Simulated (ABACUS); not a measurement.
The system is V.

```xyz
1
Lattice="-1.5144 1.5144 1.5144 1.5144 -1.5144 1.5144 1.5144 1.5144 -1.5144" Properties=species:S:1:pos:R:3 pbc="T T T"
V     0.0000    0.0000    0.0000
```

```yaml
Program: ABACUS 3.10.1
Task: relaxation of cell and atoms
Functional: M06-L
Potentials_or_basis: SG15 ONCV 1.2 PBE
Cutoff: 1320 eV
Density_cutoff: 5279 eV
Basis: plane waves
k_mesh: 8 × 8 × 8
Occupations: fermi-dirac, width 0.05 eV
Spin: collinear spin, ferromagnetic start
Starting_moments: "[2.0] μB"
```

At the start: pressure -7.7 GPa; volume 13.89 Å³/atom.

Question: How do energy, volume and symmetry change on relaxing?

Answer: Over 3 steps the energy falls by 12.0 meV/atom and the volume is 13.30 Å³/atom (-4.2 %); space group Im-3m (No. 229, to 0.05 Å); moment 0.01 μB per cell.

The path:
```csv
step,energy change (eV),largest force (eV/Å),pressure (GPa),volume (Å³)
1,0.0000,0.0000,-7.69,13.89
2,-0.0112,0.0000,-2.69,13.50
3,-0.0120,0.0000,0.09,13.30
```

Final structure:
```cif
data_structure
_symmetry_space_group_name_H-M 'P 1'
_symmetry_Int_Tables_number 1
_cell_length_a 2.5854
_cell_length_b 2.5854
_cell_length_c 2.5854
_cell_angle_alpha 109.471
_cell_angle_beta 109.471
_cell_angle_gamma 109.471
_cell_volume 13.30
loop_
_atom_site_label
_atom_site_type_symbol
_atom_site_fract_x
_atom_site_fract_y
_atom_site_fract_z
_atom_site_occupancy
V1 V 0.00000 0.00000 0.00000 1
```

Caveat: the k mesh is coarse (spacing up to 0.37 Å⁻¹), so the values aren't converged; the potentials were made for another functional, which shifts forces and pressure.
